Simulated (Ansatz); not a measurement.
Input and command of a plane-wave DFT calculation in Ansatz:

```yaml
crystal:
  lattice:
    - [3.1457762098, 0.0, 0.0]
    - [-1.5728881049, 2.765186944, 0.0]
    - [0.0, 0.0, 16.9534209708]
  atoms:
    - { symbol: W, position: [0.3333333333, 0.6666666667, 0.0] }
    - { symbol: S, position: [0.6666666667, 0.3333333333, 0.907576148] }
    - { symbol: S, position: [0.6666666667, 0.3333333333, 0.092423852] }
basis:
  ecutwfc: 420
kpoints:
  mp_grid: { grid: [12, 12, 2] }
hamiltonian:
  xc: pbesol
scf:
  occupations: { method: gaussian, width: 0.05 }
output:
  forces: true
  stress: true
  eigenvalues: true
  write_density: true
  write_potential: true
  elf: true
  volumetric_format: npy
```

```bash
ansatz run input.yaml --threads 1 --pin off --max-ram 2560MiB --backend cpu --events-out ev --progress --plain --runs-dir out
```

Processor: Arm Neoverse V2, 1 thread, on a host shared with other jobs.

Task: Estimate time, memory and problem size.

Result: About 20 s on 1 thread of Arm Neoverse V2, with other jobs on the host, peak memory 0.46 GiB. It solves 17 bands at 86 k points (the mesh reduced by the symmetry that the task leaves, which can be less than the crystal's) with about 2881 plane waves, in 7 SCF iterations.
